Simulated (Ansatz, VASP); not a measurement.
# Cross-check of AlN (AlN (P6_3mc)) between VASP and Ansatz, part 3 of 3

One calculation is typed for both programs; each brings its own data sets. How far apart do they land? Of the first pair: The cell is taken from a series of runs on this material, whose earlier steps may have relaxed, scaled, displaced or heated it; both programs get it as it stands.

VASP 6.6.1 and Ansatz 0.2.0.

So far. Step 6 (VASP: single point, r2SCAN, pair 2): The run ends at a pressure of -8.98 GPa, with forces up to 0.034 eV/Å.

## (9) VASP: single point, r2SCAN, start cell, pair 3

Level of this step: r2SCAN; plane waves and PAW (Al, N) (VASP).

The same cell, functional, mesh and smearing now go to VASP, with its own data sets.

INCAR reads:

```
SYSTEM = AlN
PREC = Accurate
ENCUT = 580
EDIFF = 1E-06
NELM = 120
ISMEAR = -1
SIGMA = 0.01
LREAL = Auto
ALGO = Normal
METAGGA = R2SCAN
LASPH = .TRUE.
NBANDS = 200
LORBIT = 11
LWAVE = .FALSE.
LCHARG = .FALSE.
ISIF = 2
ISYM = 0
GGA_COMPAT = .FALSE.
EFERMI = MIDGAP
LMIXTAU = .TRUE.
NCORE = 2
```

POSCAR reads:

```
AlN
1.0
    9.4593590190      0.0000000873      0.0000000000
   -4.7296795851      8.1920451703      0.0000000000
    0.0000000000      0.0000000000     10.1058248848
Al N
36 36
Direct
    0.2255083323      0.1064768275      0.2541892452
    0.1144117221      0.2309286571      0.5030490888
    0.2279684636      0.1078604868      0.7467532919
    0.1072641214      0.2152265953      0.0051154770
    0.2249263846      0.4383845433      0.2527205873
    0.1061804480      0.5458915201      0.5007362643
    0.2291572228      0.4471045879      0.7551236131
    0.1082881954      0.5622165033      0.9990210710
    0.2232257053      0.7779241750      0.2574689379
    0.1062410928      0.8797593081      0.5023971875
    0.2240150273      0.7776984682      0.7573295686
    0.1160078379      0.8878135848      0.9935990495
    0.5557602748      0.1042062066      0.2540309207
    0.4426997567      0.2280420728      0.4949726576
    0.5551392782      0.1125147545      0.7418379089
    0.4528658196      0.2301566851      0.0015801892
    0.5560872468      0.4531456888      0.2499722713
    0.4520477393      0.5541821201      0.4984995344
    0.5652307585      0.4495274225      0.7506510440
    0.4446345238      0.5537319274      0.9918933995
    0.5554040371      0.7856390947      0.2523322964
    0.4418472934      0.8834135812      0.5061552182
    0.5558182441      0.7769839911      0.7574675088
    0.4429849669      0.8961312845      0.0019645220
    0.8932290923      0.1202262563      0.2467683765
    0.7758146579      0.2254925228      0.4929462025
    0.8800451566      0.1085644555      0.7467394385
    0.7728317271      0.2180087994      0.0062301807
    0.8794429366      0.4414194317      0.2508301924
    0.7776844186      0.5483481644      0.5038131036
    0.8804947101      0.4384266503      0.7459328740
    0.7755235975      0.5610467028      0.9950243661
    0.8803975670      0.7775597901      0.2506378281
    0.7836384474      0.8897060234      0.5056170138
    0.8928882312      0.7841937866      0.7436799159
    0.7690637460      0.8840715331      0.9960543661
    0.2282140101      0.1207794830      0.4401378463
    0.1055544412      0.2208266621      0.1967780980
    0.2168643574      0.1020146940      0.9431768419
    0.1200351545      0.2243865788      0.6927877813
    0.2211753045      0.4463836447      0.4328728283
    0.1076021472      0.5471711761      0.1944062976
    0.2198285265      0.4413933158      0.9478742319
    0.1139522961      0.5501583422      0.6944772030
    0.2178348285      0.7745915518      0.4333872841
    0.1029470845      0.8844697314      0.1860659591
    0.2278165753      0.7875061533      0.9402981061
    0.1165289581      0.8848576685      0.6922889601
    0.5652477327      0.1168451749      0.4399005574
    0.4436403495      0.2271905150      0.1843177594
    0.5623933462      0.1180064234      0.9450194426
    0.4509497990      0.2205350341      0.6940694184
    0.5467788198      0.4437537729      0.4406593277
    0.4368499039      0.5558268866      0.1936018111
    0.5488217316      0.4349676885      0.9408027656
    0.4485493430      0.5502887090      0.6882402059
    0.5531790318      0.7742399877      0.4330418397
    0.4389748632      0.8924794492      0.1932186657
    0.5560776580      0.7711715231      0.9449991573
    0.4456759116      0.8956138313      0.6957807087
    0.8972404316      0.1190303400      0.4382637786
    0.7789808935      0.2144314265      0.1903185561
    0.8916740732      0.1044054207      0.9407293426
    0.7717757510      0.2129171527      0.6924416443
    0.8847658728      0.4347668804      0.4395768827
    0.7770075215      0.5467400190      0.1903107388
    0.8920542254      0.4405888697      0.9458912171
    0.7691912988      0.5552147038      0.6911284412
    0.8864317388      0.7714751068      0.4464101695
    0.7703602208      0.8895481874      0.1935280912
    0.8915960714      0.7760600424      0.9474400268
    0.7794268822      0.8822174172      0.6938112504
```

KPOINTS reads:

```
Points of the shifted mesh
1
Reciprocal
 0.2500000000  0.2500000000  0.2500000000 1
```

PAW data sets: Al and N (PBE family, release 64).

On the command line:

```
$ mpirun -np 8 vasp_std
```

Numbers of over 12 decimals in the logs are rounded to 6 here.

The log of the run:

```text
[... set-up lines as in an earlier step ...]
 entering main loop
       N       E                     dE             d eps       ncg     rms          rms(c)
DAV:   1     0.114393387132E+04    0.11439E+04   -0.14588E+05   400   0.147E+03
DAV:   2    -0.691089448217E+03   -0.18350E+04   -0.17472E+04   504   0.294E+02
DAV:   3    -0.840811271555E+03   -0.14972E+03   -0.14848E+03   488   0.896E+01
DAV:   4    -0.843261829644E+03   -0.24506E+01   -0.24421E+01   480   0.121E+01
[...]
DAV:  30    -0.687514399088E+03    0.51551E-04   -0.38837E-05   488   0.180E-02    0.816E-02
DAV:  31    -0.687514428574E+03   -0.29486E-04   -0.81036E-06   424   0.961E-03    0.766E-02
DAV:  32    -0.687514427966E+03    0.60856E-06   -0.15121E-06   288   0.377E-03
   1 F= -.68751443E+03 E0= -.68751443E+03  d E =0.000000E+00
```

Parts of OUTCAR (step 9):

```text
 POSITION                                       TOTAL-FORCE (eV/Angst)
 -----------------------------------------------------------------------------------
      1.62956      0.87226      2.56879        -1.104169      0.305904     -1.300916
     -0.00996      1.89178      5.08373         0.427010     -0.433164     -0.381484
      1.64629      0.88360      7.54656        -0.657614      0.703272      1.104194
     -0.00330      1.76315      0.05170         0.436276      0.266019     -0.140930
      0.05424      3.59127      2.55395        -1.521069      0.529462     -1.227273
     -1.57749      4.47197      5.06035         0.578883      0.810973     -0.465625
      0.05302      3.66270      7.63115        -0.138899     -1.166728      0.198488
     -1.63477      4.60570     10.09593         1.242694     -1.033059      1.391796
     -1.56776      6.37279      2.60194        -1.070862     -1.092301     -2.630307
     -3.15601      7.20703      5.07714         0.539449      1.197587     -0.571432
     -1.55923      6.37094      7.65344         0.191586     -0.472275     -1.040831
     -3.10171      7.27301     10.04114        -1.516430      0.379018      1.810303
      4.76427      0.85366      2.56719        -0.651896      1.521497     -0.830364
      3.10909      1.86813      5.00211         1.050511     -0.828072      0.914619
[...]
-----------------------------------------------------------------------------------
    total drift:                                0.008953      0.006496      0.004687

  FREE ENERGIE OF THE ION-ELECTRON SYSTEM (eV)
  ---------------------------------------------------
  free  energy   TOTEN  =      -687.5144279655 eV

  energy  without entropy=     -687.5144279655  energy(sigma->0) =     -687.51442797
```

The run ends at a pressure of -7.22 GPa, with forces up to 3.2 eV/Å.

## (10) Comparison

Forces on 9 of the 72 atoms, those with the largest forces and the largest differences (eV/Å; atoms numbered as in POSCAR):

```tsv
atom	Ansatz x, y, z	VASP x, y, z
Al9	-1.069, -1.093, -2.620	-1.071, -1.092, -2.630
Al15	0.399, 0.084, 1.926	0.411, 0.078, 1.948
Al19	-1.974, -1.907, 0.507	-1.989, -1.920, 0.507
Al25	0.532, -1.673, 0.976	0.528, -1.691, 0.996
Al26	1.678, -1.595, 1.177	1.691, -1.600, 1.197
N45	0.328, 0.071, 3.195	0.329, 0.069, 3.217
N55	0.427, 2.601, -0.916	0.427, 2.618, -0.926
N57	0.218, 0.760, 2.590	0.221, 0.761, 2.599
N68	2.674, 0.557, -0.385	2.693, 0.564, -0.385
```

The forces differ by 8.4 meV/Å r.m.s., which is 0.8 % of the r.m.s. force of 1.111 eV/Å (both taken over all components). VASP's last cycles still show a density residual of 8e-03, so its state may not be settled.

## (11) Results

* difference in gap on the k mesh (single point, r2SCAN, pair 1): -0.045 eV
* difference in gap on the k mesh (single point, r2SCAN, pair 2): -0.034 eV
* r.m.s. force difference (single point, r2SCAN, start cell, pair 3): 0.76 % of the r.m.s. force

In words: The difference in gap on the k mesh is -0.045 eV (single point, r2SCAN, pair 1), within the 0.08 eV picked in this series as the mark of a large difference. 1 further run of this series is not shown here. Such differences can come from data sets, numerical settings and the points named under the comparisons, not from the functional's error against experiment.

[Lines on the potential files, build, host, timing and source positions are cut from VASP's logs without a mark.]

[Logs are printed without paths, hosts, clocks, repeated set-up lines and the standing remarks that a program may print on its own settings, such as how far it seeks lower states.]

[Hosts, paths, dates, database ids (printed as entryN), source tags and the programs' standing remarks are cut or masked in the printed files.]
